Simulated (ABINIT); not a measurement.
# How the form of the self-energy moves the gap of InP (F-43m), part 2 of 2

Aim: compare treatments of exchange, screening and correlation for the gap of InP (F-43m).

ABINIT 10.8.3; PBE and many-body steps on it, plane waves. Known limits of the many-body steps: not at the basis limit; mesh may overstate the screening; no spin-orbit coupling; coarse k mesh.

So far. Step 5 (G0W0, Hybertsen-Louie plasmon pole): Against G0W0 in ABINIT (4×4×4 mesh, 163 bands, screening to 190.5 eV, Godby-Needs plasmon pole), the gap moves by +0.090 eV. Step 6 (G0W0, von der Linden-Horsch plasmon pole): Against G0W0 in ABINIT (4×4×4 mesh, 163 bands, screening to 190.5 eV, Godby-Needs plasmon pole), the gap moves by +0.007 eV.

### Step 7. G0W0, Engel-Farid plasmon pole

Level of this step: G0W0 on PBE, plane waves, norm-conserving pseudopotentials (ABINIT).

run.abi reads:

```
acell 3*1.0 Angstrom
rprim 
  -0.000000000000 2.934350000000 2.934350000000
  2.934350000000 -0.000000000000 2.934350000000
  2.934350000000 2.934350000000 -0.000000000000
ntypat 2
znucl 49 15
natom 2
typat 1 2
xred 
  0.000000000000 0.000000000000 0.000000000000
  0.250000000000 0.250000000000 0.250000000000
pp_dirpath "pseudos"
pseudos "In.upf, P.upf"
ecut 33
ngkpt 4 4 4
nshiftk 1
shiftk 0 0 0
kptopt 1
chksymbreak 0
istwfk *1
occopt 1
irdwfk 1
optdriver 4
nband 163
gwcalctyp 0
ecutsigx 33
symsigma 1
nkptgw 1
kptgw 
  0.0000000000 0.0000000000 0.0000000000
bdgw 
  11 17
ecuteps 7
irdscr 1
ppmodel 4
indata_prefix "in"
outdata_prefix "out"
tmpdata_prefix "tmp"
```

Started as:

```console
OMP_NUM_THREADS=1 mpirun -n 8 abinit run.abi > log
```

The program printed:

```text
.Version 10.8.3 of ABINIT. v10.8.2 released Aug 2026.

 Symmetries : space group F-4 3 m (#216); Bravais cF (face-center cubic)
[... echo of the input left out ...]
== DATASET  1 ==================================================================
-   mpi_nproc: 8, omp_nthreads: 1 (-1 if OMP is not activated)

--- !DatasetInfo
iteration_state: {dtset: 1, }
dimensions: {natom: 2, nkpt: 8, mband: 163, nsppol: 1, nspinor: 1, nspden: 1, mpw: 3119, }
cutoff_energies: {ecut:  33.0, pawecutdg:  -1.0, }
[...]
15   9.010 -10.776  -6.305  -4.498   0.800  -0.249 -10.798  -0.022   8.988
       16   9.010 -10.776  -6.305  -4.498   0.800  -0.249 -10.798  -0.022   8.988
       17   9.010 -10.776  -6.305  -4.498   0.800  -0.249 -10.798  -0.022   8.988

== END DATASET(S) ==============================================================
================================================================================

 -outvars: echo values of variables after computation  --------
           etotal      0.0000000000E+00
            nband         163
             nkpt           8
          spgroup         216
 [... the other variables as echoed above ...]

 Calculation completed.
```

Wall time 7.7 s (8 MPI ranks of AMD EPYC 7R43, shared host); peak memory 1.2 GiB; 59 s of CPU time.

This step gave:

| Property | Result |
| --- | --- |
| G0W0 gap on the points computed | 1.249 eV |
| starting gap on the mesh | 0.6876 eV |
| k of the valence top | 0, 0, 0 |
| k of the conduction bottom | 0, 0, 0 |
| least direct G0W0 gap on the computed points | 1.249 eV |

Against G0W0 in ABINIT (4×4×4 mesh, 163 bands, screening to 190.5 eV, Godby-Needs plasmon pole), the gap moves by −0.098 eV.

### Step 8. One-shot Hartree-Fock

This step: one-shot Hartree-Fock on PBE, plane waves, norm-conserving pseudopotentials.

run.abi, as its differences from that of step 7:

```diff
@@ -24,4 +24,4 @@
 optdriver 4
-nband 163
-gwcalctyp 0
+nband 17
+gwcalctyp 5
 ecutsigx 33
@@ -33,5 +33,4 @@
   11 17
-ecuteps 7
-irdscr 1
-ppmodel 4
+ixc_sigma 40
+fftgw 31
 indata_prefix "in"
```

The program printed:

```text
.Version 10.8.3 of ABINIT. v10.8.2 released Aug 2026.

 Symmetries : space group F-4 3 m (#216); Bravais cF (face-center cubic)
[... echo of the input left out ...]
== DATASET  1 ==================================================================
-   mpi_nproc: 8, omp_nthreads: 1 (-1 if OMP is not activated)

--- !DatasetInfo
iteration_state: {dtset: 1, }
dimensions: {natom: 2, nkpt: 8, mband: 17, nsppol: 1, nspinor: 1, nspden: 1, mpw: 3119, }
cutoff_energies: {ecut:  33.0, pawecutdg:  -1.0, }
[...]
15   9.010 -10.776  -6.305   0.000   1.000   0.000  -6.305   4.471  13.481
       16   9.010 -10.776  -6.305   0.000   1.000   0.000  -6.305   4.471  13.481
       17   9.010 -10.776  -6.305   0.000   1.000   0.000  -6.305   4.471  13.481

== END DATASET(S) ==============================================================
================================================================================

 -outvars: echo values of variables after computation  --------
           etotal      0.0000000000E+00
            nband          17
             nkpt           8
          spgroup         216
 [... the other variables as echoed above ...]

 Calculation completed.
```

Elapsed: 3.3 s, on 8 MPI ranks; peak memory 1 GiB; 23 s of CPU time.

This step gave:

- quasiparticle gap on the points computed: 6.578 eV
- starting gap on the mesh: 0.6876 eV
- k of the valence top: 0, 0, 0
- k of the conduction bottom: 0, 0, 0
- least direct quasiparticle gap on the computed points: 6.578 eV

Against G0W0 in ABINIT (4×4×4 mesh, 163 bands, screening to 190.5 eV, Godby-Needs plasmon pole), the gap moves by +5.231 eV.

### Step 9. Side by side

Times are wall times on 8 MPI ranks of AMD EPYC 7R43, shared host, good to a factor of about two. A run's time includes the screening step that it read.

```csv
run,mesh,bands,screening cutoff (eV),DFT gap (eV),gap on the mesh (eV),direct (eV),ε∞ used,time
"G0W0, Godby-Needs plasmon pole",4×4×4,163,190.5,0.688,1.347,1.347,47.20,38 s
"G0W0, Hybertsen-Louie plasmon pole",4×4×4,163,190.5,0.688,1.437,1.437,47.20,40 s
"G0W0, von der Linden-Horsch plasmon pole",4×4×4,163,190.5,0.688,1.354,1.354,47.20,35 s
"G0W0, Engel-Farid plasmon pole",4×4×4,163,190.5,0.688,1.249,1.249,47.20,36 s
one-shot Hartree-Fock,4×4×4,-,-,0.688,6.578,6.578,-,3.3 s
```

### Step 10. Outcome

| Property | Result |
| --- | --- |
| G0W0, Godby-Needs plasmon pole | 1.347 eV |
| G0W0, Hybertsen-Louie plasmon pole | 1.437 eV |
| G0W0, von der Linden-Horsch plasmon pole | 1.354 eV |
| G0W0, Engel-Farid plasmon pole | 1.249 eV |
| one-shot Hartree-Fock | 6.578 eV |
| known limits | not at the basis limit; mesh may overstate the screening; no spin-orbit coupling; coarse k mesh |

**Reading.** G0W0, Hybertsen-Louie plasmon pole: +0.090 eV against G0W0, Godby-Needs plasmon pole. G0W0, von der Linden-Horsch plasmon pole: +0.007 eV against G0W0, Godby-Needs plasmon pole. G0W0, Engel-Farid plasmon pole: −0.098 eV against G0W0, Godby-Needs plasmon pole. One-shot Hartree-Fock: +5.231 eV against G0W0, Godby-Needs plasmon pole. Bare exchange alone opens the gap to 6.58 eV; against G0W0, correlation takes back 5.23 eV. Bands and cutoff are finite, so the gap is not at the basis limit. The miss can reach some tenths of an eV and take either sign; the mesh is an error of its own. In the G0W0 runs levels were corrected at 1 k point alone, so a gap called «on the mesh» is the least over those, and an edge elsewhere would be missed. The 4×4×4 mesh is coarse for this cell, which bears on the long-range parts of exchange and screening. For the PBE start: The RPA ε∞ on this mesh reaches over 25; with a narrow direct gap a coarse mesh can overstate it, and the correction is then too small. The many-body steps are scalar-relativistic: spin-orbit coupling is not in them.

[Paths, hosts, dates, memory and timing lines, banners, echoed tables and standing remarks are left out of the program output.]

[Logs are printed without paths, hosts, clocks, repeated set-up lines and the standing remarks that a program may print on its own settings, such as how far it seeks lower states.]

[Runs of the session that timed out or met a known fault of the program may be left out.]

[Hosts, paths, dates, database ids (printed as entryN), source tags and the programs' standing remarks are cut or masked in the printed files.]

[G0W0 gaps are taken among the corrected bands and points alone; a level outside them can change the order at an edge.]

[Where Ansatz stands beside ABINIT at settings called matched, ABINIT's density can come from a denser mesh and the files from another edition; pairs whose starting gaps differed by over 0.03 eV were left out, so agreement reads better than it is.]
